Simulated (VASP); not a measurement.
# Pb: intraband terms of a metal's spectrum

Pb, Fm-3m (no. 225), 1 atom in the cell. PBE, independent-particle dielectric function; PAW potentials Pb_d (PBE set).

## Input

INCAR.step1:
```
PREC = Accurate
ENCUT = 280
ISMEAR = 1
SIGMA = 0.1
EDIFF = 1E-7
LASPH = True
KPAR = 4
LWAVE = False
LCHARG = True
LMAXMIX = 4
```

INCAR.step2:
```
PREC = Accurate
ENCUT = 280
ISMEAR = 0
SIGMA = 0.3
EDIFF = 1E-6
LASPH = True
KPAR = 4
LWAVE = True
LCHARG = False
LMAXMIX = 4
ICHARG = 11
NBANDS = 21
NEDOS = 3000
OMEGAMAX = 30
CSHIFT = 0.1
```

INCAR.step3, as INCAR.step2 but for:
```
- LWAVE = True
+ LWAVE = False
+ LOPTICS = True
+ ALGO = None
+ NELM = 1
+ ISTART = 1
```

INCAR.step4, as INCAR.step3 but for:
```
+ WPLASMAI = 0.03
```

INCAR.step5 to INCAR.step6 change the same tag again: WPLASMAI = 0.1, 0.3.

INCAR.step7, as INCAR.step6 but for:
```
- WPLASMAI = 0.3
+ RTIME = 40
```

INCAR.step8, as INCAR.step7 but for:
```
- RTIME = 40
+ RTIME = 1
```

INCAR.step9, as INCAR.step8 but for:
```
- RTIME = 1
+ LNABLA = True
```

INCAR.step10, as INCAR.step9 but for:
```
- ISMEAR = 0
- LNABLA = True
+ ISMEAR = -5
```

KPOINTS.step1:
```
k-points
0
Gamma
  9 9 9
```

KPOINTS.step2:
```
k-points
0
Gamma
  24 24 24
```

POSCAR:
```
Pb
1.0
    0.0000000000      2.4750200000      2.4750200000
    2.4750200000      0.0000000000      2.4750200000
    2.4750200000      2.4750200000      0.0000000000
Pb
1
Direct
    0.0000000000      0.0000000000      0.0000000000
```

Commands (each step's output is kept before the next begins):
```
cat potpaw_PBE.64/Pb_d/POTCAR > POTCAR
cp INCAR.step1 INCAR
cp KPOINTS.step1 KPOINTS
mpirun -np 4 vasp_std > vasp.out
cp INCAR.step2 INCAR
cp KPOINTS.step2 KPOINTS
mpirun -np 4 vasp_std > vasp.out
cp INCAR.step3 INCAR
mpirun -np 4 vasp_std > vasp.out
cp INCAR.step4 INCAR
mpirun -np 4 vasp_std > vasp.out
cp INCAR.step5 INCAR
mpirun -np 4 vasp_std > vasp.out
cp INCAR.step6 INCAR
mpirun -np 4 vasp_std > vasp.out
cp INCAR.step7 INCAR
mpirun -np 4 vasp_std > vasp.out
cp INCAR.step8 INCAR
mpirun -np 4 vasp_std > vasp.out
cp INCAR.step9 INCAR
mpirun -np 4 vasp_std > vasp.out
cp INCAR.step10 INCAR
mpirun -np 4 vasp_std > vasp.out
```

## Result

- Bands: 21

One ground state, settings moved in the last step alone:

| Settings | Plasma frequency (eV) | Im ε at 0.5 eV | Im ε at 1 eV | Im ε at 2 eV | Im ε at 4 eV | Time (s) |
|---|---|---|---|---|---|---|
| interband part alone | 9.49 | 3.1 | 7.6 | 25.1 | 5.1 | 26 |
| Drude term, WPLASMAI 0.03 | 9.49 | 24.7 | 10.3 | 25.4 | 5.2 | 25 |
| Drude term, WPLASMAI 0.1 | 9.49 | 72.5 | 16.5 | 26.2 | 5.3 | 22 |
| Drude term, WPLASMAI 0.3 | 9.49 | 162.2 | 32.4 | 28.4 | 5.5 | 22 |
| relaxation time RTIME 40 fs | 9.49 | 15.0 | 9.1 | 25.2 | 5.1 | 21 |
| relaxation time RTIME 1 fs | 9.49 | 176.8 | 49.0 | 31.7 | 6.0 | 21 |
| transversal form (LNABLA) | 9.56 | 3.2 | 7.8 | 25.5 | 5.1 | 26 |
| tetrahedron method | – | – | – | – | – | no result |

Limits: Spin-orbit coupling is left out, which can matter with atoms this heavy.

VASP 6.6.1 took 236 s on 4 cores (AMD EPYC 7571), a shared host.
